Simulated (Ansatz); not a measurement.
**InP (F-43m): G0W0 against its settings**

A 2-atom cell of InP started from a crystallographic database, relaxed with r2SCAN; one-shot G0W0 in Ansatz without spin-orbit coupling. No spin polarisation and no zero-point or thermal motion.

```cif
data_structure
_symmetry_space_group_name_H-M 'F-43m'
_symmetry_Int_Tables_number 216
_cell_length_a 5.9076
_cell_length_b 5.9076
_cell_length_c 5.9076
_cell_angle_alpha 90.000
_cell_angle_beta 90.000
_cell_angle_gamma 90.000
_cell_volume 206.18
loop_
_atom_site_label
_atom_site_type_symbol
_atom_site_symmetry_multiplicity
_atom_site_Wyckoff_symbol
_atom_site_fract_x
_atom_site_fract_y
_atom_site_fract_z
_atom_site_occupancy
In1 In 4 a 0.00000 0.00000 0.00000 1
P1 P 4 d 0.25000 0.25000 0.75000 1
```

Gaps are read over the mesh points alone. G0W0 values are finite-basis, finite-mesh values.
```
 start       potentials      frequency model   mesh  empty bands  screening cutoff (eV)  Kohn-Sham gap (eV)  G0W0 gap (eV)        rough cost
   PBE              PAW  contour deformation  4×4×4           83                     80                0.57           1.04   12 core-seconds
   PBE              PAW  contour deformation  4×4×4          193                    140                0.57           1.03   50 core-seconds
   PBE              PAW  contour deformation  4×4×4          356                    210                0.57           1.02    4 core-minutes
 HSE06              PAW  contour deformation  4×4×4          193                    140                1.39           1.47  120 core-seconds
r2SCAN              PAW  contour deformation  4×4×4          193                    140                1.02           1.28   70 core-seconds
   PBE              PAW     Godby-Needs pole  4×4×4          193                    140                0.57           1.10   50 core-seconds
   PBE              PAW  contour deformation  6×6×6           83                     80                0.58           1.07   60 core-seconds
   PBE  norm-conserving  contour deformation  4×4×4          193                    140                0.56           1.06  100 core-seconds
```

G0W0 moves the gap on the mesh from 0.57 eV (PBE) to 1.02 eV (direct at Γ). Renormalisation factors Z lie between 0.70 and 0.76.

Raising bands and cutoff together moves the gap by -0.01 eV (80 to 140 eV), then -0.01 eV (140 to 210 eV); the last step is small, which bounds nothing strictly. Starting from HSE06 (1.39 eV against PBE's 0.57 eV) gives 1.47 eV, +0.44 eV from G0W0@PBE at the same screening cutoff. Starting from r2SCAN (1.02 eV against PBE's 0.57 eV) gives 1.28 eV, +0.25 eV from G0W0@PBE at the same screening cutoff. The Godby-Needs plasmon pole differs from contour deformation by +0.07 eV. A 6×6×6 mesh in place of 4×4×4 changes the opening over PBE by +0.02 eV (the gap on the mesh by +0.03 eV). Norm-conserving potentials (wave cutoff 952 eV against 420 eV) shift the quasiparticle gap by +0.03 eV and the PBE gap by -0.01 eV. On these meshes the dielectric constant comes out too large, which adds an error that these runs don't bound. r2SCAN runs take a wave cutoff of 500 eV.

With a shallow d shell on the cation, G0W0 converges slowly in bands and cutoff, so these values are in doubt.
